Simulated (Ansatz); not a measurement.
## Relativistic treatment of KCl

```yaml
crystal:
  lattice:
    - [3.63400, 0.00000, 0.00000]
    - [0.00000, 3.63400, 0.00000]
    - [0.00000, 0.00000, 3.63400]
  atoms:
    - { symbol: K, position: [0.00000, 0.00000, 0.00000] }
    - { symbol: Cl, position: [0.50000, 0.50000, 0.50000] }
```

Atom numbers follow the list: K1, Cl2.

The conventional cell has a = 3.634 Å, b = 3.634 Å, c = 3.634 Å, α = 90.00°, β = 90.00°, γ = 90.00°. K (atom 1) is surrounded by 8 Cl at 3.15 Å. Around Cl (atom 2) lie 8 K at 3.15 Å.

The cell is COD entry 1000050, as deposited and not checked against the literature; nothing was relaxed.

One fixed cell is solved with PBE by LAPW (all electrons) in Ansatz 0.2.0 under different relativistic treatments. Pressure is positive in compression.

The runs use a Γ-centred 7×7×7 k mesh, Fermi–Dirac smearing of 0.01 eV, basis error target 1 meV/atom, no spin polarisation.

```tsv
setting	P (GPa)	gap over the k mesh and a high-symmetry path (eV)	lowest level at Γ above −25 eV, from the valence-band top or, without a gap, the Fermi level (eV)
scalar-relativistic	4.46	5.58	-12.91
non-relativistic	4.53	?	?
```

Question: Give the missing entry: row "non-relativistic", column "gap over the k mesh and a high-symmetry path (eV)".

Answer: 5.70.

Question: What belongs in the row "non-relativistic", column "lowest level at Γ above −25 eV, from the valence-band top or, without a gap, the Fermi level (eV)"?

Answer: -12.75.
